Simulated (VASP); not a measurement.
W:

```
W
1.0
    -1.58234    1.58234    1.58234
     1.58234   -1.58234    1.58234
     1.58234    1.58234   -1.58234
W
1
Direct
  0.00000 0.00000 0.00000
```

| Property | Result |
| --- | --- |
| Program | VASP 6.6.1 |
| Task | relaxation of cell and atoms |
| Functional | PBE0 |
| Potentials or basis | VASP PAW PBE potentials, release 64 (W_sv) |
| Cutoff | 600 eV |
| k mesh | 6 × 6 × 6 |
| Occupations | fermi-dirac, width 0.05 eV |
| Spin | no spin polarisation |

At the start: pressure -3.7 GPa; volume 15.85 Å³/atom.

Task: Where does the relaxation end?

Result: Over 3 steps the energy falls by 2.0 meV/atom and the volume is 15.68 Å³/atom (-1.1 %); space group Im-3m (No. 229, to 0.05 Å).

The path:
```csv
step,energy change (eV),largest force (eV/Å),pressure (GPa),volume (Å³)
1,0.0000,0.0000,-3.67,15.85
2,0.0281,0.0000,15.55,15.03
3,-0.0020,0.0000,-0.03,15.68
```

Final structure:
```cif
data_structure
_symmetry_space_group_name_H-M 'P 1'
_symmetry_Int_Tables_number 1
_cell_length_a 2.7308
_cell_length_b 2.7308
_cell_length_c 2.7308
_cell_angle_alpha 109.471
_cell_angle_beta 109.471
_cell_angle_gamma 109.471
_cell_volume 15.68
loop_
_atom_site_label
_atom_site_type_symbol
_atom_site_fract_x
_atom_site_fract_y
_atom_site_fract_z
_atom_site_occupancy
W1 W 0.00000 0.00000 0.00000 1
```

Caveat: the k mesh is coarse (spacing up to 0.47 Å⁻¹), so the values aren't converged, least of all with exact exchange; the PAW data sets were made with another functional, which shifts forces and pressure a little.
